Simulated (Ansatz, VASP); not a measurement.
# CdTe: VASP beside Ansatz

Contents of INCAR:

```
PREC = Accurate
ENCUT = 520
EDIFF = 1E-6
ISMEAR = 0
SIGMA = 0.01
LREAL = F
LASPH = T
NELM = 80
ALGO = Normal
ISIF = 2
LWAVE = F
LCHARG = F
GGA = CA
NBANDS = 16
```

File KPOINTS:

```
regular mesh
0
Gamma
  6 6 6
```

The input POSCAR:

```
CdTe
1.0
    3.2572435003      3.2572435003      0.0000000000
   -3.2572435003      3.2572435003      0.0000000000
    0.0000000000      3.2572435003      3.2572435003
Cd Te
1 1
Direct
    0.0000000000      0.0000000000      0.0000000000
    0.7500000000      0.2500000000      0.5000000000
```

Input for Ansatz:

```yaml
crystal:
  lattice:
    - [3.25724350028, 3.25724350028, 0.0]
    - [-3.25724350028, 3.25724350028, 0.0]
    - [0.0, 3.25724350028, 3.25724350028]
  atoms:
    - { symbol: Cd, position: [0.0, 0.0, 0.0] }
    - { symbol: Te, position: [0.75, 0.25, 0.5] }
kpoints:
  mp_grid: { grid: [6, 6, 6] }
scf:
  occupations: { method: fixed }
  convergence: { dr2_threshold: 1.0e-10 }
hamiltonian:
  xc: lda
  pseudopotentials: { kind: all_electron, lapw: { basis_error: 0.0005 } }
output:
  forces: true
  stress: true
  eigenstates:
    kpoints:
      - [0.0, 0.0, 0.0]
      - [-0.5, -0.5, -0.5]
      - [-0.5, 0.5, 0.0]
      - [0.0, 0.0, -0.5]
      - [0.0, -0.5, -0.5]
      - [0.0, 0.5, 0.0]
      - [-0.5, 0.0, 0.0]
      - [-0.5, 0.0, -0.5]
  eigenvalues: true
```

Alike in both runs: task single point; functional LDA; k mesh 6 × 6 × 6; no spin polarisation.

|  | VASP | Ansatz |
| --- | --- | --- |
| version | VASP 6.6.1 | Ansatz 0.2.0 |
| potentials or method | VASP PAW LDA potentials, release 64 (Cd, Te) | all-electron LAPW, scalar-relativistic |
| plane-wave cutoff (eV) | 520 | see its input |
| occupations | gaussian, width 0.01 eV | fixed |

Ansatz gave:

```
gap on the k mesh at the Fermi level (eV) : 0.46
pressure (GPa)                            : -2.0
```

Task: Which values does VASP return?

Result: gap on the k mesh at the Fermi level (eV): 0.50; pressure (GPa): -1.8.

Ansatz ran all-electron here, so the differences hold the error of VASP's frozen core and of both bases.

Caveats: spin-orbit coupling is left out, which moves the levels of the heavy elements.
